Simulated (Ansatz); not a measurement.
Mg on a Ga site in Ga2O3

Computed with the plane-wave PAW code Ansatz (scalar-relativistic, PAW set soft_2): PBEsol, collinear spin where a state has unpaired electrons to hold, 420 eV cutoff, k-mesh 2×2×2 shifted by half a step.

The relaxed host crystal (Kohn–Sham gap 2.22 eV over the whole zone):

```
Ga O
1.0
     6.13871   -1.52366    0.00364
     6.13871    1.52366    0.00364
    -1.38044    0.00000    5.64415
Ga O
4 6
Direct
  0.34127 0.34127 0.68542
  0.65873 0.65873 0.31458
  0.90948 0.90948 0.20461
  0.09052 0.09052 0.79539
  0.50377 0.50377 0.74407
  0.49623 0.49623 0.25593
  0.82678 0.82678 0.43723
  0.17322 0.17322 0.56277
  0.16527 0.16527 0.10959
  0.83473 0.83473 0.89041
```

Supercell of 40 atoms, rows of the matrix [[1,0,1],[-1,2,0],[-2,2,1]] times the cell vectors; Mg on a Ga site at (0.341, 0.341, 0.685) in fractions of the cell above. Atoms are relaxed at the host's cell; charged cells sit in a uniform background.

Distances from the Mg atom (Å), by shell of the perfect crystal:

```csv
shell,perfect crystal,charge 0,charge -1
3 O,1.95,2.02 (2.00 to 2.03),2.02 (1.99 to 2.03)
3 O,2.06 (2.02 to 2.08),2.11 (2.06 to 2.13),2.12 (2.08 to 2.14)
2 Ga,3.05,3.04,3.03
2 Ga,3.11,3.07,3.09
```

| charge | moment of the cell (μB) | moment on Mg (μB) | gap of the cell on the mesh (eV) | carriers |
| --- | --- | --- | --- | --- |
| 0 | 1.00 | 0.00 | 0.00 | in a band of the host or near its edge |
| -1 | 0.00 | 0.00 | 3.20 | none in the bands |

On this mesh the host's own supercell has a gap of 3.17 eV.

At charge 0 a carrier lies in a band of the host or at its edge (levels aligned by the semicore states), so it isn't shown to be bound to the defect (semilocal functionals spread carriers too far and can miss a bound one), and no level is taken from that state.

No formation energy is given for the neutral state, since the neutral cell holds a carrier in a band.

No transition between neighbouring charges can be given. Lowest charge for a Fermi level at mid gap: -1, at the conduction band bottom: -1 (among the charges 0, -1). With the Fermi level at the valence band top the state -1 costs 0.49 eV, and -0.62 eV with the Fermi level at mid gap, which lies 1.11 eV above the valence band top; atoms are taken from and to the elements' standard states.

Caveats: semilocal functionals make gaps too small, which shifts levels too; small supercell, so energies and levels can be off by tenths of an eV; only one start was made, so other minima are possible.
